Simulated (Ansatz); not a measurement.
I in Ansatz: convergence with k mesh

I:

```
I
1.0
    -2.08938    2.08938    2.08938
     2.08938   -2.08938    2.08938
     2.08938    2.08938   -2.08938
I
1
Direct
  0.00000 0.00000 0.00000
```

The real solid is made of molecules; this cell is a model form.

```yaml
Program: Ansatz 0.2.0
Task: convergence study
Functional: HSE06
Potentials_or_basis: Ansatz PAW
Cutoff: "420 eV (not typed: the program's choice for these potentials)"
k_mesh: 3 × 3 × 3
Occupations: gaussian, width 0.05 eV
Spin: no spin polarisation
```

These are the settings of the first run; the series varies k mesh, with any setting tied to it.

Hardware: 2 threads of Arm Neoverse V2, with other jobs on the host.

```csv
k mesh,"energy less the tightest run, at zero smearing (meV/atom)",pressure (GPa),SCF cycles,CPU time (s),peak memory (GiB)
3 × 3 × 3,-163.35,-1.57,13,3.9,0.36
4 × 4 × 4,-106.32,-2.03,14,6.5,0.47
5 × 5 × 5,-80.68,-2.37,11,11,0.62
7 × 7 × 7,-8.63,-1.68,12,28,1.2
8 × 8 × 8,9.19,-1.54,13,38,1.7
10 × 10 × 10,4.32,-1.64,14,76,3
12 × 12 × 12,0.00,-1.71,14,170,3.7
15 × 15 × 15,timed out after 840 s,-,-,-,-
```

Against the tightest run, the pressure stays within 0.1 GPa from 10 × 10 × 10 on. Not settled before the last step: the energy (to 1 meV/atom). Meshes of other sizes hit other points, so gaps and Fermi surfaces needn't settle smoothly. The tightest run that finished is the yardstick and may itself not be fully converged.

Caveat, for the tightest run too: an odd number of electrons without spin polarisation forces a metal; a magnetic or distorted state may lie lower; the PAW data sets come from PBE, with cores solved anew for the run's functional, which leaves a small shift of forces and pressure; the thresholds are loose for stress. The run has no spin-orbit coupling, so splittings on I are missing.
